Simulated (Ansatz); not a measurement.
Wanted: the native input for an Ansatz 0.2.0 run.

- Task: single point
- Functional: PBE
- Potentials or basis: all-electron LAPW, scalar-relativistic
- Cutoff: 230 eV (chosen from the basis error)
- Basis error allowed: 0.001 eV/atom
- k mesh: 8 × 8 × 8
- Occupations: fermi-dirac, width 0.05 eV
- Spin: no spin polarisation

Crystal: CdSe.

```xyz
2
Lattice="0.0000 2.8740 2.8740 2.8740 0.0000 2.8740 2.8740 2.8740 0.0000" Properties=species:S:1:pos:R:3 pbc="T T T"
Cd    0.0412   -0.0040   -0.0327
Se    2.8531    2.8085    2.8768
```

The cell comes from a database or a generator and needn't be the stable form of this composition.

The cell isn't the ideal one: atoms moved at random, drawn with an rms of 0.05 Å.

The input as run:

input.yaml

```yaml
crystal:
  lattice:
    - [0.0, 2.873958, 2.873958]
    - [2.873958, 0.0, 2.873958]
    - [2.873958, 2.873958, 0.0]
  atoms:
    - { symbol: Cd, position: [-0.013543, 0.002177, 0.012166] }
    - { symbol: Se, position: [0.492727, 0.508272, 0.484483] }
kpoints:
  mp_grid: { grid: [8, 8, 8] }
scf:
  occupations: { method: fermi_dirac, width: 0.05 }
hamiltonian:
  xc: pbe
  pseudopotentials: { kind: all_electron, lapw: { basis_error: 0.001 } }
output:
  forces: true
  stress: true
  eigenvalues: true
  populations: true
```

Potentials or basis: all-electron LAPW, scalar-relativistic.

Launch:

```bash
$ ansatz run input.yaml --threads 1 --pin off --max-ram 2560MiB --backend cpu --events-out ev --progress --plain --runs-dir out
```

It gave:

| Item | Value |
| --- | --- |
| Pressure | -0.1 GPa |
| Largest force | 0.096 eV/Å |
| Band gap on the k mesh | none (metal or under the smearing width) |
| Loewdin charges | Cd +1.20; Se -1.03 e |

Caveat: the atomic charges don't sum to the cell's charge.

It took 49 s on 1 thread of Intel(R) Xeon(R) 6975P-C (Granite Rapids) (shared host), peak memory 0.73 GiB.
